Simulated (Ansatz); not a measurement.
# ZrB2: the change of pressure and energy less free atoms with volume scale

All results are calculated (Ansatz 0.2.0). Periodic Kohn-Sham DFT of a crystal at fixed atoms, scaled to volume_scale times the given cell; pressure positive in compression, energy less spherical unpolarised free atoms, largest_vzz the field gradient of largest size among the nuclei.

The cell before it is scaled or strained (space group P6/mmm, No. 191):
```
ZrB2
1.0
      3.1650     0.0000     0.0000
     -1.5825     2.7410     0.0000
      0.0000     0.0000     3.5200
Zr B
1 2
Direct
  0.00000 0.00000 0.00000
  0.33333 0.66667 0.50000
  0.66667 0.33333 0.50000
```

Settings of every row: method all-electron LAPW; functional PBE; relativity scalar; k mesh 12x12x9; filling fermi-dirac; smearing width 0.05 eV; basis error target 1 meV/atom; nucleus gaussian.

Atom start moment: 0 on all atoms.

| row | volume scale | V (Å³/atom) | pressure (GPa) | energy less free atoms (eV/atom) |
| --- | --- | --- | --- | --- |
| 1 | 0.94 | 9.568 | 19.771 | -7.8805 |
| 2 | 0.96 | 9.772 | 13.418 | -7.9015 |
| 3 | 0.98 | 9.975 | 7.658 | -7.9148 |
| 4 | 0.99 | 10.077 | 4.982 | -7.9188 |
| 5 | 1 | 10.179 | 2.433 | -7.9212 |
| 6 | 1.01 | 10.281 | ? | ? |
| 7 | 1.02 | 10.383 | -2.307 | -7.9212 |
| 8 | 1.04 | 10.586 | -6.609 | -7.9155 |
| 9 | 1.06 | 10.79 | -10.514 | -7.9046 |

Question: what pressure and energy less free atoms should row 6 give?

Worked fit of pressure. Take u = (V_r/V)^(2/3) − 1 with V_r = 10.128 Å³ an atom, which is twice the finite (Eulerian) strain; such expansions in the strain, on which the Birch-Murnaghan equation of state is built, carry the rest volume and the bulk modulus. The shown rows have u = 0.03865, 0.02414, 0.0102, 0.00337, -0.00334, -0.01644, -0.02906, -0.04133. Least squares give pressure = 3.6937 + 380.92 × u + 903.87 × u² GPa; a straight line predicts inner rows, each left out in turn, worse (root mean square 0.47 against 0.013 GPa). The rows lie off it by 0.005, 0.002, -0.015, -0.006, 0.001, 0.017, 0.004, -0.008 (root mean square 0.0091 GPa). The pressure vanishes at u = -0.0099, or V = 10.28 Å³ an atom, and there the bulk modulus at fixed shape and fractions is B = −V dP/dV = (2/3)(1 + u) dP/du = 240 GPa. Letting shape and atoms relax would as a rule lower it, by much in layered, chain or molecular crystals. The withheld row has u = -0.00995, so the fit gives 3.6937 + 380.92 × (-0.00995) + 903.87 × (-0.00995)² = -0.007 GPa.

The calculation gave 0.005 GPa. The fit lies 0.012 GPa (240 % of the value, 0.04 % of the column's range) below it; its largest miss of a shown row is 0.017 GPa.

Worked fit of energy less free atoms. Take u = (V_r/V)^(2/3) − 1 with V_r = 10.128 Å³ an atom, which is twice the finite (Eulerian) strain; such expansions in the strain, on which the Birch-Murnaghan equation of state is built, carry the rest volume and the bulk modulus. The shown rows have u = 0.03865, 0.02414, 0.0102, 0.00337, -0.00334, -0.01644, -0.02906, -0.04133. Least squares give energy less free atoms = −7.92019 + 0.3489 × u + 17.564 × u² eV/atom; a straight line predicts inner rows, each left out in turn, worse (root mean square 0.009 against 3.2e-05 eV/atom). All shown rows lie on it to the printed digit. Its lowest point lies at u = -0.0099, or V = 10.28 Å³ an atom, and the curvature there gives the bulk modulus at fixed shape and fractions, B = (4/9)(1 + u)² E″(u)/V = 238 GPa. Letting shape and atoms relax would as a rule lower it, by much in layered, chain or molecular crystals. The withheld row has u = -0.00995, so the fit gives −7.92019 + 0.3489 × (-0.00995) + 17.564 × (-0.00995)² = -7.9219 eV/atom.

The calculation gave -7.922 eV/atom. The fit lies 0.0001 eV/atom (0.24 % of the column's range) above it, one unit of the last digit.
